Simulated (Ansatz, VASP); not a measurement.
# One calculation of Au, two programs

```
Au
1.0
     2.74841    0.00000    0.00000
     0.00000    2.74841    0.00000
     0.00000    0.00000    2.74841
Au
1
Cartesian
  1.3742 1.3742 1.3742
```

The cell was built by a generator and needn't be a form met in nature.

Alike in both runs: functional LDA; k mesh 7 × 7 × 7; occupations fermi-dirac, width 0.05 eV; non-collinear spin, spin-orbit coupling.

```csv
,VASP,Ansatz
version,VASP 6.6.1,Ansatz 0.2.0
potentials or method,"VASP PAW LDA potentials, release 64 (Au)",Ansatz PAW
plane-wave cutoff (eV),520,420
valence electrons in the cell,11,19
task,single point,band structure
```

|  | VASP | Ansatz | Ansatz less VASP |
| --- | --- | --- | --- |
| gap on the k mesh at the Fermi level (eV) | none | none | - |
| pressure (GPa) | -11.1 | -11.7 | -0.60 |
| net moment per atom (μB) | 0.00 | 0.00 | 0.000 |

A gap of «none» marks a metal or a gap that the smearing closes. The two sets of potentials don't hold the same shells in valence.

Caveats: the PAW data sets come from PBE, with cores solved anew for the run's functional, which leaves a small shift of forces and pressure (Ansatz).
